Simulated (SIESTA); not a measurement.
A run of SIESTA 5.4.2 is set up as follows.

run.py

```python
from ase import Atoms
from ase.calculators.siesta import Siesta
from ase.units import Ry, GPa

atoms = Atoms(
    ['Cd', 'Cd', 'S', 'S'],
    cell=[
        [4.15, 0.0, 0.0],
        [-2.075, 3.5940054257, 0.0],
        [0.0, 0.0, 6.737],
    ],
    scaled_positions=[
        [0.6666666667, 0.3333333333, 0.5],
        [0.3333333333, 0.6666666667, 0.0],
        [0.6666666667, 0.3333333333, 0.875],
        [0.3333333333, 0.6666666667, 0.375],
    ],
    pbc=True,
)

fdf = {
    'SCFMustConverge': False,
    'OccupationFunction': 'FD',
    'ElectronicTemperature': '0.05 eV',
    'MaxSCFIterations': '120',
    'SCF.Mixer.Method': 'Pulay',
    'SCF.Mixer.Weight': '0.25',
    'SCF.Mixer.History': '8',
    'SCF.DM.Tolerance': '5.0e-05',
    'SCF.H.Tolerance': '1.0e-03 eV',
    'WriteForces': 'true',
    'Charge.Mulliken': 'end',
    'BandLinesScale': 'ReciprocalLatticeVectors',
    'BandLines': ['  1    0.000000   0.000000   0.000000  \\Gamma', ' 11    0.500000   0.000000   0.000000  M', '  7    0.333333   0.333333   0.000000  K', ' 13    0.000000   0.000000   0.000000  \\Gamma', '  6    0.000000   0.000000   0.500000  A', ' 11    0.500000   0.000000   0.500000  L', '  7    0.333333   0.333333   0.500000  H', ' 13    0.000000   0.000000   0.500000  A', '  1    0.500000   0.000000   0.500000  L', '  6    0.500000   0.000000   0.000000  M', '  1    0.333333   0.333333   0.000000  K', '  6    0.333333   0.333333   0.500000  H'],
    'PAO.Basis': ['Cd.1 5', 'n=4 0 2', '  2.625 0.000', 'n=5 0 2', '  7.595 0.000', 'n=4 1 2', '  2.973 0.000', 'n=5 1 1', '  7.595', 'n=4 2 2', '  4.575 0.000'],
}
calc = Siesta(
    label="CdS",
    command="siesta < PREFIX.fdf > PREFIX.out",
    pseudo_path="pseudos",
    pseudo_qualifier="",
    xc=('VDW', 'BH'),
    basis_set="DZP",
    mesh_cutoff=800 * Ry,
    energy_shift=0.003 * Ry,
    kpts=[7, 7, 4],
    spin="non-polarized",
    fdf_arguments=fdf,
)
atoms.calc = calc

print(f"energy = {atoms.get_potential_energy():.6f} eV")
free = atoms.get_potential_energy(force_consistent=True)
print(f"free energy = {free:.6f} eV")
print("forces (eV/A):")
print(atoms.get_forces(apply_constraint=False).round(6))
print("stress (GPa, Voigt order, tension positive):", (atoms.get_stress() / GPa).round(4))
```

Potentials or basis: PseudoDojo 0.4 standard (PBE files), DZP (energy shift 0.003 Ry; two zetas on semicore shells).

Command:

```console
$ python run.py
```

**Question.** Estimate the pressure.

**Answer.** 0.1 GPa.

**Question.** Predict the band gap along the path.

**Answer.** 1.29 eV, direct.

**Question.** Predict the band gap on the k mesh.

**Answer.** 1.29 eV, direct.

**Question.** What does it give for the largest force?

**Answer.** 0.070 eV/Å.

Forces on the atoms (eV/Å):
```
Cd   0.000  0.000 -0.070
Cd   0.000  0.000 -0.070
S    0.000  0.000  0.070
S    0.000  0.000  0.070
```

Caveat: the potentials were made for another functional, which shifts forces and pressure; the basis of atomic orbitals isn't converged, which shifts pressures, moduli and gaps.

**Experimental background.**

“Isotope dependence of band-gap energy”, 2008, arxiv:0807.2152 quotes, for a bulk crystal of CdS: band gap 2.5809 ± 0.0002 eV.

Measured gap of CdS: 2.5809 eV (quoted in “Isotope dependence of band-gap energy”, 2008, arxiv:0807.2152). This calculation gives 1.29 eV (-1.29 eV). So large a miss can be the level of theory's own, or it may mean another phase, state or a wrong row. Spin-orbit coupling on Cd is left out. The value is that of vdW-DF-cx in an atomic basis (PseudoDojo 0.4 standard (PBE files), DZP (energy shift 0.003 Ry; two zetas on semicore shells)), whose error adds to the functional's,, without temperature or zero-point motion.
